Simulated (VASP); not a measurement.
VASP 6.6.1 run: SrO

INCAR

```
NBANDS = 15
LWAVE = .FALSE.
LREAL = .TRUE.
PREC = Accurate
ENCUT = 520
LASPH = .TRUE.
SIGMA = 0.2
METAGGA = SCAN
ISMEAR = -5
EDIFF = 1E-7
LCHARG = .FALSE.
IBRION = -1
ISIF = 2
NELM = 84
NSW = 0
```

KPOINTS

```
KPOINTS created by Atomic Simulation Environment
0
Gamma
8 8 8
0 0 0
```

POSCAR

```
Sr O
 1.0000000000000000
     0.0000000000000000    2.5024955561000000    2.6241984298999999
     2.5024955561000000    0.0000000000000000    2.6241984298999999
     2.5024955561000000    2.5024955561000000    0.0000000000000000
 Sr  O
   1   1
Cartesian
  0.0000000000000000  0.0000000000000000  0.0000000000000000
  2.5024955561000004  2.5024955561000004  2.6241984298999999
```

The recommended PBE PAW datasets give the neutral cell 16 valence electrons.

Command

```
mpirun -np 1 vasp_std
```

OSZICAR

```
N       E                     dE             d eps       ncg     rms          rms(c)
DAV:   1     0.425414564215E+02    0.42541E+02   -0.86571E+03  1770   0.107E+03
DAV:   2    -0.390700715014E+02   -0.81612E+02   -0.74981E+02  2527   0.229E+02
DAV:   3    -0.423319809101E+02   -0.32619E+01   -0.32427E+01  2305   0.406E+01
DAV:   4    -0.423791441321E+02   -0.47163E-01   -0.47139E-01  2090   0.499E+00
DAV:   5    -0.423801291131E+02   -0.98498E-03   -0.98498E-03  2244   0.560E-01    0.174E+01
DAV:   6    -0.342893373039E+02    0.80908E+01   -0.49869E+00  2288   0.176E+01    0.165E+01
DAV:   7    -0.344632674015E+02   -0.17393E+00   -0.22388E-01  1896   0.423E+00    0.101E+01
DAV:   8    -0.344922205179E+02   -0.28953E-01   -0.12238E-01  2274   0.356E+00    0.129E+00
DAV:   9    -0.344767361269E+02    0.15484E-01   -0.25282E-02  1945   0.150E+00    0.200E-01
DAV:  10    -0.344766560452E+02    0.80082E-04   -0.33560E-03  2085   0.480E-01    0.995E-02
DAV:  11    -0.344768056489E+02   -0.14960E-03   -0.11972E-04  1994   0.127E-01    0.485E-02
DAV:  12    -0.344768305193E+02   -0.24870E-04   -0.13325E-05  2365   0.334E-02    0.271E-02
DAV:  13    -0.344768290836E+02    0.14357E-05   -0.53632E-06  1903   0.280E-02    0.332E-03
DAV:  14    -0.344768287403E+02    0.34327E-06   -0.89120E-07  1966   0.965E-03    0.185E-03
DAV:  15    -0.344768282088E+02    0.53155E-06   -0.75857E-08  1358   0.253E-03    0.540E-04
DAV:  16    -0.344768280585E+02    0.15028E-06   -0.13339E-08   969   0.106E-03    0.593E-04
DAV:  17    -0.344768280500E+02    0.84506E-08   -0.97435E-10   934   0.241E-04
   1 F= -.34476828E+02 E0= -.34476828E+02  d E =0.000000E+00
```

Standard output (part)

```
POSCAR found type information on POSCAR SrO
 POSCAR found :  2 types and       2 ions
|     You have a (more or less) 'small supercell' and for smaller cells       |
|     it is recommended to use the reciprocal-space projection scheme!        |
|     The real-space optimization is not efficient for small cells and it     |
|     is also less accurate ...                                               |
|     Therefore, set LREAL=.FALSE. in the INCAR file.                         |
|     The real-space projection scheme for the treatment of the non-local     |
|     real-space optimization of all non-local projectors! BE WARNED that     |
|     a calculation using the real-space projection scheme together with      |
|     non-local projectors which were not real-space optimized (according     |
|     to the plane-wave cutoff used in this calculation) might give more      |
|     or less inaccurate results. I hope you know what you are doing.         |
 LDA part: xc-table for (None), standard interpolation
 POSCAR, INCAR and KPOINTS ok, starting setup
 WAVECAR not read
 entering main loop
```

From OUTCAR

```
k-points           NKPTS =     59   k-points in BZ     NKDIM =     59   number of bands    NBANDS=     15

   NELECT =      16.0000    total number of electrons

   dimension x,y,z NGX =    28 NGY =   28 NGZ =   28
   dimension x,y,z NGXF=    56 NGYF=   56 NGZF=   56

  energy-cutoff  :      520.00
  volume of cell :       32.87
      direct lattice vectors                 reciprocal lattice vectors
     0.000000000  2.502495556  2.624198430    -0.199800555  0.199800555  0.190534372
     2.502495556  0.000000000  2.624198430     0.199800555 -0.199800555  0.190534372
     2.502495556  2.502495556  0.000000000     0.199800555  0.199800555 -0.190534372

 k-points in reciprocal lattice and weights: KPOINTS created by Atomic Simulation Env
   0.00000000  0.00000000  0.00000000       0.002
   0.12500000  0.00000000  0.00000000       0.016
   0.25000000  0.00000000  0.00000000       0.016
   0.37500000  0.00000000  0.00000000       0.016
   0.50000000  0.00000000  0.00000000       0.008
   0.12500000  0.12500000  0.00000000       0.004
   0.25000000  0.12500000  0.00000000       0.016
   0.37500000  0.12500000  0.00000000       0.016
   ...

 E-fermi :   1.5651

 k-point     1 :       0.0000    0.0000    0.0000
  band No.  band energies     occupation
      1     -31.9441      2.00000
      2     -14.6973      2.00000
      3     -12.8935      2.00000
      4     -12.8481      2.00000
      5     -12.8480      2.00000
      6       1.3758      2.00000
      7       1.5451      2.00000
      8       1.5451      2.00000
      9       6.2551      0.00000
     10       8.0991      0.00000
     11       8.4731      0.00000
     12       8.4731      0.00000
     13      10.5143      0.00000
     14      11.1000      0.00000
     15      14.9130      0.00000

 k-point     2 :       0.1250    0.0000    0.0000
  band No.  band energies     occupation
      1     -31.9208      2.00000
      2     -14.9839      2.00000
      3     -12.9055      2.00000
      4     -12.8536      2.00000
      5     -12.6233      2.00000
      6       1.0297      2.00000
      7       1.2555      2.00000
      8       1.3267      2.00000
      9       6.9460      0.00000
     10       8.1448      0.00000
     11       8.5996      0.00000
     12       8.7817      0.00000
     13      10.9475      0.00000
     14      11.5505      0.00000
     15      15.9809      0.00000

 k-point     3 :       0.2500    0.0000    0.0000
  band No.  band energies     occupation
      1     -31.8640      2.00000
      2     -15.5142      2.00000
      3     -12.9526      2.00000
      4     -12.8666      2.00000
      5     -12.2237      2.00000
      6       0.2164      2.00000
      7       0.8085      2.00000
      8       0.8531      2.00000
      9       8.1099      0.00000
     10       8.5055      0.00000
     11       9.4912      0.00000
     12       9.6268      0.00000
     13      12.0336      0.00000
     14      12.6662      0.00000
     15      18.1243      0.00000

 ...

  Total        0.8550545      0.8550545      0.7114643      0.0000000      0.0000000     -0.0000000
  in kB       41.6803259     41.6803259     34.6809024      0.0000000      0.0000000     -0.0000000
  external PRESSURE =      39.3471847 kB  Pullay stress =       0.0000000 kB

 POSITION                                       TOTAL-FORCE (eV/Angst)
 -----------------------------------------------------------------------------------
      0.00000      0.00000      0.00000         0.000000     -0.000000      0.000000
      2.50250      2.50250      2.62420        -0.000000      0.000000      0.000000
 -----------------------------------------------------------------------------------
    total drift:                                0.000000      0.000000      0.000000

  FREE ENERGIE OF THE ION-ELECTRON SYSTEM (eV)
  ---------------------------------------------------
  free  energy   TOTEN  =       -34.4768280500 eV

  energy  without entropy=      -34.4768280500  energy(sigma->0) =      -34.47682805
```

It converged. Results: gap between bands v and c on the k mesh 3.59 eV; least direct gap on the k mesh 3.63 eV; pressure 3.9 GPa. Band v is the last that the valence electrons fill when counted band by band, and c is the next.

For comparison, a separate PBE run of the intended cell, on usual settings and not on those above, gives a gap of 3.14 eV on its mesh and a pressure of 7.5 GPa.

The run above took about 1.8 min on one core of a shared host (Intel Xeon Platinum 8488C) and held 0.17 GiB at most.
